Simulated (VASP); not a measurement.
# AlN (P6_3mc) in VASP: notebook

Runs on AlN. Level: LDA. Tasks: Born charges and dielectric tensor, optical spectrum, density of states.

All numbers are computed with VASP 6.6.1; they aren't measurements. Logs are shortened: lines on timing, memory, paths and dates and some standing lists are left out, and cuts for length are marked.

**Experimental background.**

“Self-assembly of well-separated AlN nanowires directly on sputtered metallic TiN films”, 2019, arxiv:1910.07391 quotes, for a bulk crystal of AlN at 10 K: band gap 6.034 eV (an exciton energy, a little under the gap).

How close the calculation comes is told below.

## 1. The structure

Symmetry: P6_3mc, No. 186, hexagonal system. The conventional cell has a = 3.113 Å, b = 3.113 Å, c = 4.981 Å, α = 90.00°, β = 90.00°, γ = 120.00°. Al (site symmetry 3m) has 4 N at 1.89 Å as nearest neighbours. N (site symmetry 3m) is surrounded by 4 Al at 1.89 Å.

## 2. Born charges and dielectric tensor, LDA

Contents of INCAR:

```
SYSTEM = AlN
PREC = Accurate
ENCUT = 520
EDIFF = 1E-8
ISMEAR = 0
SIGMA = 0.02
LREAL = .FALSE.
LASPH = .TRUE.
NELM = 100
ALGO = Normal
ISIF = 2
LWAVE = .FALSE.
LCHARG = .FALSE.
GGA = CA
LEPSILON = .TRUE.
IBRION = 8
```

Contents of KPOINTS:

```
regular mesh
0
G
  10 10 6
  0 0 0
```

Contents of POSCAR:

```
AlN
1.0
    3.1130000000      0.0000000000      0.0000000000
   -1.5565000000      2.6959370820      0.0000000000
    0.0000000000      0.0000000000      4.9810000000
Al N
2 2
Direct
    0.6666666667      0.3333333333      0.5000000000
    0.3333333333      0.6666666667      0.0000000000
    0.6666666667      0.3333333333      0.8800000000
    0.3333333333      0.6666666667      0.3800000000
```

Potentials or basis: VASP PAW LDA potentials, release 64 (Al, N).

Run with:

```
> cat potpaw_LDA.64/Al/POTCAR potpaw_LDA.64/N/POTCAR > POTCAR
> mpirun -np 1 vasp_std > vasp.out
```

OUTCAR:

```text
SYSTEM = AlN
   PREC = Accurate
   ENCUT = 520
   EDIFF = 1E-8
   ISMEAR = 0
   LREAL = .FALSE.
   LASPH = .TRUE.
   NELM = 100
   ISIF = 2
   GGA = CA
   LEPSILON = .TRUE.
   IBRION = 8

 ion  position               nearest neighbor table
   1  0.667  0.333  0.500-   3 1.89   4 1.89   4 1.89   4 1.89   2 3.07   2 3.07   2 3.07   2 3.07
                             2 3.07   2 3.07
   2  0.333  0.667  0.000-   4 1.89   3 1.89   3 1.89   3 1.89   1 3.07   1 3.07   1 3.07   1 3.07
                             1 3.07   1 3.07
   3  0.667  0.333  0.880-   1 1.89   2 1.89   2 1.89   2 1.89
   4  0.333  0.667  0.380-   2 1.89   1 1.89   1 1.89   1 1.89

  LATTYP: Found a hexagonal cell.
 ALAT       =     3.1130000000
 C/A-ratio  =     1.6000642467

  Lattice vectors:

 A1 = (   3.1130000000,   0.0000000000,   0.0000000000)
 A2 = (  -1.5565000000,   2.6959370820,   0.0000000000)
 A3 = (   0.0000000000,   0.0000000000,   4.9810000000)

Analysis of symmetry for initial positions (statically):
=====================================================================
 Subroutine PRICEL returns:
 Original cell was already a primitive cell.

 Routine SETGRP: Setting up the symmetry group for a
 hexagonal supercell.

 Subroutine GETGRP returns: Found 12 space group operations
 (whereof  6 operations were pure point group operations)
 out of a pool of 24 trial point group operations.

The static configuration has the point symmetry C_3v.
 The point group associated with its full space group is C_6v.

Analysis of symmetry for dynamics (positions and initial velocities):
=====================================================================
 Subroutine PRICEL returns:
 Original cell was already a primitive cell.

[... 641 lines left out ...]
 ---------------------------------------------------------------------------------
 ion    1
    1     2.51448    -0.00000    -0.00000
    2     0.00000     2.51448    -0.00000
    3     0.00000     0.00000     2.66779
 ion    2
    1     2.51448     0.00000     0.00000
    2     0.00000     2.51448     0.00000
    3     0.00000    -0.00000     2.66779
 ion    3
    1    -2.51448     0.00000     0.00000
    2    -0.00000    -2.51448     0.00000
    3     0.00000    -0.00000    -2.66779
 ion    4
    1    -2.51448     0.00000    -0.00000
    2     0.00000    -2.51448     0.00000
    3     0.00000     0.00000    -2.66779

 INTERNAL STRAIN TENSOR FOR ION    4 for displacements in x,y,z  (eV/Angst):
          X           Y           Z          XY          YZ          ZX
  --------------------------------------------------------------------------------
  x    -0.00000     0.00000     0.00000    -9.79813    -0.00000     4.99236
  y    -9.79813     9.79813     0.00000     0.00000     5.11326     0.00000
  z     5.19913     5.19913   -12.51709     0.00000     0.00000     0.00000

 SECOND DERIVATIVES (NOT SYMMETRIZED)
 ------------------------------------
               1X          1Y          1Z          2X          2Y          2Z          3X          3Y          3Z          4X          4Y          4Z
  1X   -15.162584    0.000000    0.000000    0.653631    0.000000    0.000000    1.495442   -0.000000    0.000000   13.013511    0.000000    0.000000
  1Y     0.000000  -15.162584    0.000000    0.000000    0.653631    0.000000    0.000000    1.495442    0.000000   -0.000000   13.013511    0.000000
  1Z     0.000000   -0.000000  -21.584526    0.000000   -0.000000    8.445441    0.000000    0.000000    6.679133    0.000000    0.000000    6.459951
  2X     0.653631   -0.000000    0.000000  -15.162584    0.000000   -0.000000   13.013511    0.000000    0.000000    1.495442    0.000000   -0.000000
  2Y     0.000000    0.653631   -0.000000    0.000000  -15.162584    0.000000    0.000000   13.013511    0.000000    0.000000    1.495442    0.000000
  2Z     0.000000   -0.000000    8.445441    0.000000    0.000000  -21.584526    0.000000    0.000000    6.459951    0.000000    0.000000    6.679133
  3X     1.496382    0.000000   -0.000000   13.014344    0.000000   -0.000000  -15.215902    0.000000    0.000000    0.705176   -0.000000   -0.000000
  3Y    -0.000000    1.496382    0.000000    0.000000   13.014344    0.000000    0.000000  -15.215902    0.000000    0.000000    0.705176    0.000000
  3Z     0.000000    0.000000    6.646477    0.000000    0.000000    6.487476    0.000000    0.000000  -20.091797    0.000000    0.000000    6.957843
  4X    13.014344    0.000000    0.000000    1.496382    0.000000    0.000000    0.705176   -0.000000    0.000000  -15.215902   -0.000000    0.000000
  4Y    -0.000000   13.014344    0.000000    0.000000    1.496382    0.000000    0.000000    0.705176    0.000000    0.000000  -15.215902    0.000000
  4Z     0.000000   -0.000000    6.487476    0.000000    0.000000    6.646477   -0.000000    0.000000    6.957843   -0.000000    0.000000  -20.091797

 Eigenvectors and eigenvalues of the dynamical matrix
 ----------------------------------------------------

   1 f  =   21.730260 THz   136.535253 2PiTHz  724.843463 cm-1    89.869095 meV
             X         Y         Z           dx          dy          dz
      1.556500  0.898646  2.490500    -0.000000   -0.000000    0.008398
     -0.000000  1.797291  0.000000    -0.000000   -0.000000   -0.008398
      1.556500  0.898646  4.383280     0.000000    0.000000   -0.707057
     -0.000000  1.797291  1.892780     0.000000    0.000000    0.707057
[... 71 lines left out ...]
  12 f/i=    0.001728 THz     0.010860 2PiTHz    0.057656 cm-1     0.007148 meV
             X         Y         Z           dx          dy          dz
      1.556500  0.898646  2.490500     0.000000   -0.000000   -0.573705
     -0.000000  1.797291  0.000000     0.000000   -0.000000   -0.573705
      1.556500  0.898646  4.383280     0.000000   -0.000000   -0.413356
     -0.000000  1.797291  1.892780     0.000000   -0.000000   -0.413356

--------------------------------------------------------------------------------------------------------

 MACROSCOPIC STATIC DIELECTRIC TENSOR IONIC CONTRIBUTION
 ------------------------------------------------------
           3.772458     0.000000     0.000000
           0.000000     3.772458    -0.000000
           0.000000    -0.000000     4.690435
 ------------------------------------------------------

 ELASTIC MODULI CONTR FROM IONIC RELAXATION (kBar)
 Direction    XX          YY          ZZ          XY          YZ          ZX
 --------------------------------------------------------------------------------
 XX        -625.6438    309.2324    380.9329     -0.0000      0.0000     -0.0000
 YY         309.2324   -625.6438    380.9329      0.0000     -0.0000      0.0000
 ZZ         380.9329    380.9329   -917.2229     -0.0000     -0.0000      0.0000
 XY          -0.0000      0.0000     -0.0000   -467.4381     -0.0000      0.0000
 YZ           0.0000     -0.0000     -0.0000     -0.0000   -124.3391     -0.0000
 ZX          -0.0000      0.0000      0.0000      0.0000     -0.0000   -129.6841
 --------------------------------------------------------------------------------

 PIEZOELECTRIC TENSOR IONIC CONTR  for field in x, y, z        (C/m^2)
          XX          YY          ZZ          XY          YZ          ZX
  --------------------------------------------------------------------------------
  x    -0.00000     0.00000     0.00000     0.00000    -0.00000    -0.65815
  y     0.00000    -0.00000    -0.00000    -0.00000    -0.64445    -0.00000
  z    -0.81057    -0.81057     1.95171     0.00000     0.00000    -0.00000
```

OSZICAR:

```text
N       E                     dE             d eps       ncg     rms          rms(c)
DAV:   1     0.482168023101E+02    0.48217E+02   -0.76484E+03  1344   0.119E+03
DAV:   2    -0.340919210254E+02   -0.82309E+02   -0.75337E+02  1916   0.215E+02
DAV:   3    -0.378471643821E+02   -0.37552E+01   -0.37382E+01  1744   0.493E+01
[... 12 lines left out ...]
RMM:   8    -0.249924150764E+00   -0.75693E-06   -0.26939E-08  3131   0.300E-04    0.222E-04
RMM:   9    -0.249924123383E+00    0.27382E-07    0.83387E-08  3136   0.148E-04    0.178E-05
RMM:  10    -0.249924250457E+00   -0.12707E-06   -0.50025E-08  3190   0.292E-05    0.999E-06
RMM:  11    -0.249924235343E+00    0.15114E-07   -0.10027E-08  3159   0.136E-05    0.234E-06
RMM:  12    -0.249924257239E+00   -0.21897E-07   -0.20530E-08  3057   0.622E-06    0.852E-07
RMM:  13    -0.249924250319E+00    0.69207E-08   -0.15570E-09  2135   0.224E-06    0.160E-07
 Linear response finished
```

It took 6.1 min on 1 thread of AMD EPYC 9R45 (Zen 5), shared host; peak memory 0.45 GiB.

What came out:

```
Band gap on the k mesh                                  : 4.25 eV, direct
Electronic dielectric tensor (diagonal)                 : 4.45, 4.45, 4.64
Born charges (mean of the diagonal)                     : Al +2.57; N -2.57 e
Highest phonon frequency at Γ, LO-TO splitting left out : 725 cm⁻¹
```

Levels at points of the mesh, in eV from the valence-band top:
```
           k point  band 4  band 5  band 6  band 7  band 8  band 9  band 10  band 11  band 12
(0.00, 0.00, 0.00)   -0.84   -0.84   -0.18   -0.18    0.00    4.25     6.55    10.48    10.96
(0.50, 0.00, 0.00)   -4.16   -3.36   -2.08   -1.80   -0.66    5.67     5.69     8.10    10.16
(0.00, 0.00, 0.50)   -3.32   -0.52   -0.52   -0.52   -0.52    6.42     6.42    10.16    10.16
(0.50, 0.00, 0.50)   -5.63   -1.45   -1.45   -1.36   -1.36    5.21     5.21     9.11     9.11
```

Phonon frequencies in cm⁻¹ (negative: imaginary):
```csv
q point,frequencies
"(0.000, 0.000, 0.000)",0 0 0 238 238 550 623 642 642 654 654 725
```

Electronic dielectric tensor:
```
4.45 0.00 0.00
0.00 4.45 0.00
0.00 0.00 4.64
```

Born effective charge tensors (e):
atom 1, Al
```
2.51 0.00 0.00
0.00 2.51 0.00
0.00 0.00 2.67
```
atom 2, Al
```
2.51 0.00 0.00
0.00 2.51 0.00
0.00 0.00 2.67
```
atom 3, N
```
-2.51  0.00  0.00
 0.00 -2.51  0.00
 0.00  0.00 -2.67
```
atom 4, N
```
-2.51  0.00  0.00
 0.00 -2.51  0.00
 0.00  0.00 -2.67
```

## 3. Optical spectrum, LDA

Contents of INCAR:

```
PREC     = Accurate       # precision mode
ENCUT    = 520            # plane-wave cutoff, eV
EDIFF    = 1E-6           # SCF threshold, eV
ISMEAR   = 0              # smearing method
SIGMA    = 0.02           # smearing width, eV
LREAL    = False          # projectors in reciprocal space
LASPH    = True           # aspherical terms in the spheres
NELM     = 80             # most SCF steps
ALGO     = Normal         # electronic algorithm
ISIF     = 2              # what is computed and relaxed
LWAVE    = False          # write WAVECAR
LCHARG   = False          # write CHGCAR
LOPTICS  = True           # frequency-dependent dielectric function
NBANDS   = 56             # bands
NEDOS    = 2000           # points of the DOS
CSHIFT   = 0.1
```

Contents of KPOINTS:

```
regular mesh
0
Gamma
  10 10 6
```

POSCAR is that of step 2.

Potentials or basis: VASP PAW LDA potentials, release 64 (Al, N).

Run with:

```
> cat potpaw_LDA.64/Al/POTCAR potpaw_LDA.64/N/POTCAR > POTCAR
> mpirun -np 1 vasp_std > vasp.out
```

OUTCAR:

```text
PREC = Accurate
   ENCUT = 520
   EDIFF = 1E-6
   ISMEAR = 0
   LREAL = False
   LASPH = True
   NELM = 80
   ISIF = 2

 ion  position               nearest neighbor table
   1  0.667  0.333  0.500-   3 1.89   4 1.89   4 1.89   4 1.89   2 3.07   2 3.07   2 3.07   2 3.07
                             2 3.07   2 3.07
   2  0.333  0.667  0.000-   4 1.89   3 1.89   3 1.89   3 1.89   1 3.07   1 3.07   1 3.07   1 3.07
                             1 3.07   1 3.07
   3  0.667  0.333  0.880-   1 1.89   2 1.89   2 1.89   2 1.89
   4  0.333  0.667  0.380-   2 1.89   1 1.89   1 1.89   1 1.89

  LATTYP: Found a hexagonal cell.
 ALAT       =     3.1130000000
 C/A-ratio  =     1.6000642467

  Lattice vectors:

 A1 = (   3.1130000000,   0.0000000000,   0.0000000000)
 A2 = (  -1.5565000000,   2.6959370820,   0.0000000000)
 A3 = (   0.0000000000,   0.0000000000,   4.9810000000)

Analysis of symmetry for initial positions (statically):
=====================================================================
 Subroutine PRICEL returns:
 Original cell was already a primitive cell.

 Routine SETGRP: Setting up the symmetry group for a
 hexagonal supercell.
[... 760 lines left out ...]
     -0.00000      1.79729      0.00000        -0.000000      0.000000     -0.119338
      1.55650      0.89865      4.38328        -0.000000      0.000000      0.119338
     -0.00000      1.79729      1.89278        -0.000000     -0.000000      0.119338
 -----------------------------------------------------------------------------------
    total drift:                               -0.000000      0.000000      0.000462

  FREE ENERGIE OF THE ION-ELECTRON SYSTEM (eV)
  ---------------------------------------------------
  free  energy   TOTEN  =       -32.8297417387 eV

  energy  without entropy=      -32.8297417387  energy(sigma->0) =      -32.82974174

 electrical conductivity sigma (Mega S m-1) (frequency dependency in vasprun.xml)
  --------------------------------------------------------------------------------------
       0.000       0.000      -0.000
       0.000       0.000       0.000
      -0.000       0.000       0.000

  frequency dependent IMAGINARY DIELECTRIC FUNCTION (independent particle, no local field effects) density-density
     E(ev)      X         Y         Z        XY        YZ        ZX
  --------------------------------------------------------------------------------------------------------------
     0.00000     0.00000     0.00000     0.00000     0.00000     0.00000     0.00000
     0.84843     0.00890     0.00890     0.01016     0.00000     0.00000     0.00000
     1.69686     0.01939     0.01939     0.02232     0.00000     0.00000     0.00000
     2.54529     0.03414     0.03414     0.03999     0.00000     0.00000     0.00000
     3.39373     0.06059     0.06059     0.07407    -0.00000     0.00000     0.00000
     4.24216     0.20351     0.20351     0.52643    -0.00000     0.00000     0.00000
[... 92 lines left out ...]
    83.14629     0.00019     0.00019     0.00019     0.00000    -0.00000     0.00000
    83.99472     0.00018     0.00018     0.00018     0.00000    -0.00000     0.00000

  frequency dependent      REAL DIELECTRIC FUNCTION (independent particle, no local field effects) density-density
     E(ev)        X           Y           Z          XY          YZ          ZX
  --------------------------------------------------------------------------------------------------------------
     0.00000     4.66090     4.66090     4.84007     0.00000    -0.00000     0.00000
     0.84843     4.69812     4.69812     4.88250    -0.00000    -0.00000     0.00000
     1.69686     4.81621     4.81621     5.01786    -0.00000    -0.00000     0.00000
     2.54529     5.03853     5.03853     5.27595    -0.00000    -0.00000     0.00000
     3.39373     5.42567     5.42567     5.73804    -0.00000    -0.00000     0.00000
     4.24216     6.23157     6.23157     6.56628     0.00000    -0.00000     0.00000
[... 92 lines left out ...]
    83.14629     0.92887     0.92887     0.92886     0.00000     0.00000    -0.00000
    83.99472     0.93045     0.93045     0.93044     0.00000     0.00000    -0.00000

  frequency dependent IMAGINARY DIELECTRIC FUNCTION (independent particle, no local field effects) current-current
     E(ev)      X         Y         Z        XY        YZ        ZX
  --------------------------------------------------------------------------------------------------------------
     0.00000    17.25852    17.25852    18.10279    -0.00000     0.00000    -0.00000
     0.84843     0.88055     0.88055     0.92525    -0.00000     0.00000    -0.00000
     1.69686     0.46913     0.46913     0.49582    -0.00000     0.00000    -0.00000
     2.54529     0.35143     0.35143     0.37593    -0.00000     0.00000    -0.00000
     3.39373     0.32137     0.32137     0.35324    -0.00000     0.00000    -0.00000
     4.24216     0.45024     0.45024     0.78878    -0.00000     0.00000    -0.00000
[... 92 lines left out ...]
    83.14629     0.00002     0.00002     0.00002    -0.00000    -0.00000    -0.00000
    83.99472     0.00002     0.00002     0.00002    -0.00000    -0.00000    -0.00000

  frequency dependent      REAL DIELECTRIC FUNCTION (independent particle, no local field effects) current-current
     E(ev)        X           Y           Z          XY          YZ          ZX
  --------------------------------------------------------------------------------------------------------------
     0.00000     4.65853     4.65853     4.83732    -0.00000    -0.00000    -0.00000
     0.84843     4.69560     4.69560     4.87956    -0.00000    -0.00000    -0.00000
     1.69686     4.81348     4.81348     5.01467    -0.00000    -0.00000    -0.00000
     2.54529     5.03538     5.03538     5.27221    -0.00000    -0.00000    -0.00000
     3.39373     5.42159     5.42159     5.73301    -0.00000    -0.00000    -0.00000
     4.24216     6.22145     6.22145     6.54028    -0.00000    -0.00000    -0.00000
[... 92 lines left out ...]
    83.14629     0.92888     0.92888     0.92886     0.00000     0.00000     0.00000
    83.99472     0.93046     0.93046     0.93045     0.00000     0.00000     0.00000
```

OSZICAR:

```text
N       E                     dE             d eps       ncg     rms          rms(c)
DAV:   1     0.486223514345E+02    0.48622E+02   -0.51937E+03  6272   0.256E+02
DAV:   2    -0.356491355769E+02   -0.84271E+02   -0.78771E+02  7784   0.889E+01
DAV:   3    -0.378663807164E+02   -0.22172E+01   -0.21969E+01  7680   0.122E+01
DAV:   4    -0.378750381177E+02   -0.86574E-02   -0.86548E-02  7912   0.806E-01
DAV:   5    -0.378750907777E+02   -0.52660E-04   -0.52658E-04  7672   0.622E-02    0.122E+01
DAV:   6    -0.329553500146E+02    0.49197E+01   -0.64235E-01  7224   0.684E+00    0.388E+00
DAV:   7    -0.328934627729E+02    0.61887E-01   -0.33191E-01  8008   0.149E+00    0.291E+00
DAV:   8    -0.328340273740E+02    0.59435E-01   -0.64433E-02  7720   0.757E-01    0.954E-01
DAV:   9    -0.328297566830E+02    0.42707E-02   -0.27529E-03  7528   0.192E-01    0.327E-01
DAV:  10    -0.328297545855E+02    0.20975E-05   -0.31573E-04  7792   0.544E-02    0.835E-02
DAV:  11    -0.328297418184E+02    0.12767E-04   -0.45218E-06  7712   0.627E-03    0.193E-02
DAV:  12    -0.328297417387E+02    0.79668E-07   -0.17727E-07  5256   0.138E-03
   1 F= -.32829742E+02 E0= -.32829742E+02  d E =-.335289E-14
 imaginary and real dielectric function
```

Run time: 53 s. Hardware: 1 thread of AMD EPYC 9R45 (Zen 5), shared host; peak memory 0.2 GiB.

Results:

- Free energy: -32.8297 eV
- Pressure: -4.1 GPa
- Largest force: 0.119 eV/Å
- Band gap on the k mesh: 4.25 eV, direct

Forces in eV/Å, atoms in the order of the input:
```
Al   0.000  0.000 -0.119
Al   0.000  0.000 -0.119
N    0.000  0.000  0.119
N    0.000  0.000  0.119
```

Dielectric function (mean over the directions given):
| energy (eV) | real part | imaginary part |
| --- | --- | --- |
| 0.25 | 4.72 | 0.00 |
| 0.93 | 4.77 | 0.01 |
| 1.61 | 4.87 | 0.02 |
| 2.29 | 5.03 | 0.03 |
| 2.97 | 5.29 | 0.05 |
| 3.65 | 5.71 | 0.08 |
| 4.33 | 6.41 | 0.35 |
| 5.01 | 6.87 | 1.18 |
| 5.68 | 8.50 | 1.20 |
| 6.36 | 8.70 | 4.12 |
| 7.04 | 5.74 | 8.34 |
| 7.72 | 3.08 | 8.81 |
| 8.40 | 2.29 | 5.47 |
| 9.08 | 1.54 | 4.93 |
| 9.76 | 2.04 | 5.51 |
| 10.44 | 1.83 | 5.85 |
| 11.11 | 0.76 | 4.61 |
| 11.79 | -0.29 | 5.92 |
| 12.47 | -1.80 | 4.63 |
| 13.15 | -2.60 | 3.63 |
| 13.83 | -1.45 | 2.69 |
| 14.51 | -2.23 | 2.16 |
| 15.19 | -1.68 | 1.59 |
| 15.87 | -1.02 | 1.28 |
| 16.54 | -1.04 | 0.90 |
| 17.22 | -0.83 | 0.69 |
| 17.90 | -0.63 | 0.51 |
| 18.58 | -0.42 | 0.47 |
| 19.26 | -0.30 | 0.41 |
| 19.94 | -0.15 | 0.32 |

Caveat: spectra need much finer meshes, so this one isn't converged; independent-particle spectra lack excitons.

(Part 1 of 2 ends here.)
